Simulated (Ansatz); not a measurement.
A run of Ansatz 0.2.0:

Contents of input.yaml:

```yaml
crystal:
  lattice:
    - [2.7058, 0.0, 0.0]
    - [-1.3529, 2.3432915376, 0.0]
    - [0.0, 0.0, 4.2819]
  atoms:
    - { symbol: Ru, position: [0.6666666667, 0.3333333333, 0.75] }
    - { symbol: Ru, position: [0.3333333333, 0.6666666667, 0.25] }
kpoints:
  mp_grid: { grid: [11, 11, 6] }
scf:
  occupations: { method: fermi_dirac, width: 0.05 }
hamiltonian:
  xc: pbesol
  pseudopotentials: { kind: all_electron, lapw: { basis_error: 0.001 } }
output:
  forces: true
  stress: true
  eigenvalues: true
  populations: true
```

Potentials or basis: all-electron LAPW, scalar-relativistic.

Launch:

```bash
$ ansatz run input.yaml --threads 1 --pin off --max-ram 3072MiB --backend cpu --events-out ev --progress --plain --runs-dir out
```

Hardware: 1 thread of Arm Neoverse V2, with other jobs on the host.

**Question.** How long does it take, and how much memory?

**Answer.** Run time: 17 s on 1 thread of Arm Neoverse V2 (shared host), peak memory 0.36 GiB. Counts: scf iterations 9, plane waves 299, k points 64, bands 32.
